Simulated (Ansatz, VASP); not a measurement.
# KCl: VASP beside Ansatz

Contents of INCAR:

```
PREC = Accurate ; ENCUT = 520
EDIFF = 1E-6 ; ISMEAR = 0
SIGMA = 0.1 ; LREAL = F
LASPH = T ; NELM = 100
ALGO = Normal ; ISIF = 2
LWAVE = F ; LCHARG = T
GGA = PE ; LELF = T
LVHAR = T ; NBANDS = 15
```

KPOINTS

```
regular mesh
0
Gamma
  6 6 6
```

The input POSCAR:

```
KCl
1.0
    0.0000000000      3.2834517411      3.2834517411
    3.2834517411      0.0000000000      3.2834517411
    3.2834517411      3.2834517411      0.0000000000
K Cl
1 1
Direct
    0.0000000000      0.0000000000      0.0000000000
    0.5000000000      0.5000000000      0.5000000000
```

Input for Ansatz:

```yaml
crystal:
  lattice:
    - [0.0, 3.2834517411, 3.2834517411]
    - [3.2834517411, 0.0, 3.2834517411]
    - [3.2834517411, 3.2834517411, 0.0]
  atoms:
    - { symbol: K, position: [0.0, 0.0, 0.0] }
    - { symbol: Cl, position: [0.5, 0.5, 0.5] }
basis:
  ecutwfc: 420
kpoints:
  mp_grid: { grid: [6, 6, 6] }
hamiltonian:
  xc: pbe
scf:
  occupations: { method: gaussian, width: 0.1 }
output:
  forces: true
  stress: true
  eigenvalues: true
```

Alike in both runs: task single point; functional PBE; k mesh 6 × 6 × 6; occupations gaussian, width 0.1 eV; no spin polarisation.

|  | VASP | Ansatz |
| --- | --- | --- |
| version | VASP 6.6.1 | Ansatz 0.2.0 |
| potentials or method | VASP PAW PBE potentials, release 64 (K_sv, Cl) | scalar-relativistic, plane waves, PAW |
| plane-wave cutoff (eV) | 520 | 420 |
| valence electrons in the cell | 16 | 16 |

|  | VASP | Ansatz | Ansatz less VASP |
| --- | --- | --- | --- |
| gap on the k mesh at the Fermi level (eV) | 4.78 | 4.78 | +0.001 |
| least direct gap on the mesh (eV) | 4.78 | 4.78 | +0.001 |
| pressure (GPa) | -1.1 | -1.1 | 0.00 |
